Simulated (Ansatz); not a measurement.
Pb:

```
Pb
1.0
     3.48000    0.00000    0.00000
    -1.74000    3.01377    0.00000
     0.00000    0.00000    5.59000
Pb
2
Direct
  0.66667 0.33333 0.75000
  0.33333 0.66667 0.25000
```

This isn't the form of Pb at room conditions, which is fcc.

| Quantity | Value |
| --- | --- |
| Program | Ansatz 0.2.0 |
| Task | relaxation of cell and atoms |
| Functional | HSE03 |
| Potentials or basis | Ansatz PAW |
| Cutoff | 420 eV (not typed: the program's choice for these potentials) |
| k mesh | 5 × 5 × 3 |
| Occupations | fermi-dirac, width 0.05 eV |
| Spin | no spin polarisation |

At the start: volume 29.31 Å³/atom.

Task: How do energy, volume and symmetry change on relaxing?

Result: It ends after 5 steps and the volume is 31.37 Å³/atom (+7.0 %); space group P6_3/mmc (No. 194, to 0.05 Å).

Step by step:
| step | energy change (eV) | largest force (eV/Å) | volume (Å³) |
| --- | --- | --- | --- |
| 1 | 0.0000 | 0.0000 | 58.63 |
| 2 | -0.0396 | 0.0000 | 63.53 |
| 3 | -0.0409 | 0.0000 | 62.84 |
| 4 | -0.0409 | 0.0000 | 62.74 |
| 5 | -0.0413 | 0.0000 | 62.74 |

Final structure:
```xyz
2
Lattice="3.5719 0.0000 0.0000 -1.7860 3.0934 0.0000 0.0000 0.0000 5.6782" Properties=species:S:1:pos:R:3 pbc="T T T"
Pb    1.7860    1.0311    4.2586
Pb    0.0000    2.0622    1.4195
```

Caveat: the k mesh is coarse (spacing up to 0.42 Å⁻¹), so the values aren't converged, least of all with exact exchange; the plane-wave basis is chosen anew once the cell has moved, so the energies of steps on either side of that aren't comparable; the PAW data sets come from PBE, with cores solved anew for the run's functional, which leaves a small shift of forces and pressure.
